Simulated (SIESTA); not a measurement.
## AlN: equation of state with PBEsol

The system is AlN.

```
Al N
1.0
     3.31212    0.00000    0.00000
    -1.65606    2.86838    0.00000
     0.00000    0.00000    4.18756
Al N
2 2
Direct
  0.66667 0.33333 0.25000
  0.33333 0.66667 0.75000
  0.66667 0.33333 0.75000
  0.33333 0.66667 0.25000
```

Measurements of this composition are mostly on another form, of space group No. 186.

* Program: SIESTA 5.4.2
* Task: equation of state
* Functional: PBEsol
* Potentials or basis: PseudoDojo 0.4 standard (PBEsol files)
* Basis: DZP (energy shift 0.003 Ry)
* Grid cutoff: 800 Ry
* Energy shift: 0.003 Ry
* k mesh: 9 × 9 × 7
* Occupations: fermi-dirac, width 0.05 eV
* Spin: no spin polarisation

```
Equilibrium volume                        : 9.90 Å³/atom
Bulk modulus at fixed shape and positions : 207 GPa
Pressure derivative of the bulk modulus   : 3.6
```

Energy against volume, from the lowest point:
| volume (Å³/atom) | energy (meV/atom) |
| --- | --- |
| 9.349 | 21.47 |
| 9.548 | 8.43 |
| 9.747 | 1.44 |
| 9.946 | 0.00 |
| 10.145 | 3.63 |
| 10.344 | 11.87 |
| 10.543 | 24.26 |

All runs of the series together: 19 min on 1 thread of Arm Neoverse V2 (shared host).

Caveat: the cell was scaled at fixed shape and fractional positions, which overstates the stiffness of a crystal with free parameters, most of all of layers and chains; the basis of atomic orbitals isn't converged, which shifts pressures, moduli and gaps.
